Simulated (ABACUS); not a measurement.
PbSe (Clausthalite):

```
Pb Se
1.0
     0.00000    3.06065    3.06065
     3.06065    0.00000    3.06065
     3.06065    3.06065    0.00000
Pb Se
1 1
Direct
  0.00000 0.00000 0.00000
  0.50000 0.50000 0.50000
```

Program: ABACUS 3.10.1. Alike in all runs: task single point; no spin polarisation; cell as given; smearing fermi-dirac 0.05 eV.

Problem. Order these runs on this cell by their pressure, lowest first.
A. level PBEsol; potentials or basis SPMS ONCV 1.0 PBE, plane waves; k mesh 6 × 6 × 6; cutoff (eV) 1184; SCF threshold on the density 1e-08; eigensolver dav
B. level BLYP; potentials or basis SPMS ONCV 1.0 PBE, plane waves; k mesh 6 × 6 × 6; cutoff (eV) 1184; SCF threshold on the density 1e-08; eigensolver dav
C. level PBE; potentials or basis PseudoDojo NC SR 0.4.1 PBE standard, TZDP LCAO (the cutoffs set its grid); k mesh 8 × 8 × 8; cutoff (eV) 1361; SCF threshold on the density 1e-07; eigensolver genelpa

Solution. A (-0.8 GPa), C (2.5 GPa), B (5.2 GPa).

Caveats: the potentials were made for another functional, which shifts forces and pressure (some runs); the atomic orbitals were generated for these runs and aren't a published set (some runs); the basis of atomic orbitals isn't converged, which shifts pressures, moduli and gaps (some runs).

Not every run made on this cell is shown here.
